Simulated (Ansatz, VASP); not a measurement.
## Y: VASP beside Ansatz

INCAR

```
SYSTEM = Y
PREC     = Accurate       ! precision mode
ENCUT    = 520            ! plane-wave cutoff, eV
EDIFF    = 1E-7           ! SCF threshold, eV
ISMEAR   = 0              ! smearing method
SIGMA    = 0.1            ! smearing width, eV
LREAL    = .False.        ! projectors in reciprocal space
LASPH    = .True.         ! aspherical terms in the spheres
NELM     = 100            ! most SCF steps
ALGO     = Fast           ! electronic algorithm
ISIF     = 2              ! what is computed and relaxed
LWAVE    = .False.        ! write WAVECAR
LCHARG   = .False.        ! write CHGCAR
GGA      = PE             ! functional
NBANDS   = 18             ! bands
```

File KPOINTS:

```
regular mesh
0
Gamma
  6 6 4
  0 0 0
```

POSCAR

```
Y
1.0
    4.1899830315      0.0000000000      0.0000000000
   -2.0949915158      3.6286317467      0.0000000000
    0.0000000000      0.0000000000      6.8855086730
Y
2
Direct
    0.3333333333      0.6666666667      0.2500000000
    0.6666666667      0.3333333333      0.7500000000
```

Input for Ansatz:

```yaml
crystal:
  lattice:
    - [4.1899830315, 0.0, 0.0]
    - [-2.0949915158, 3.6286317467, 0.0]
    - [0.0, 0.0, 6.885508673]
  atoms:
    - { symbol: "Y", position: [0.3333333333, 0.6666666667, 0.25] }
    - { symbol: "Y", position: [0.6666666667, 0.3333333333, 0.75] }
basis:
  ecutwfc: 420
kpoints:
  mp_grid: { grid: [6, 6, 4] }
hamiltonian:
  xc: pbe
scf:
  occupations: { method: gaussian, width: 0.1 }
output:
  forces: true
  stress: true
  eigenvalues: true
```

Alike in both runs: task single point; functional PBE; k mesh 6 × 6 × 4; occupations gaussian, width 0.1 eV; no spin polarisation.

```csv
,VASP,Ansatz
version,VASP 6.6.1,Ansatz 0.2.0
potentials or method,"VASP PAW PBE potentials, release 64 (Y_sv)","scalar-relativistic, plane waves, PAW"
plane-wave cutoff (eV),520,420
valence electrons in the cell,22,22
```

```tsv
	VASP	Ansatz	Ansatz less VASP
gap on the k mesh at the Fermi level (eV)	none	none	-
pressure (GPa)	-8.6	-8.6	0.00
largest component of the traceless stress (GPa)	0.67	0.67	+0.004
```

A gap of «none» marks a metal or a gap that the smearing closes.
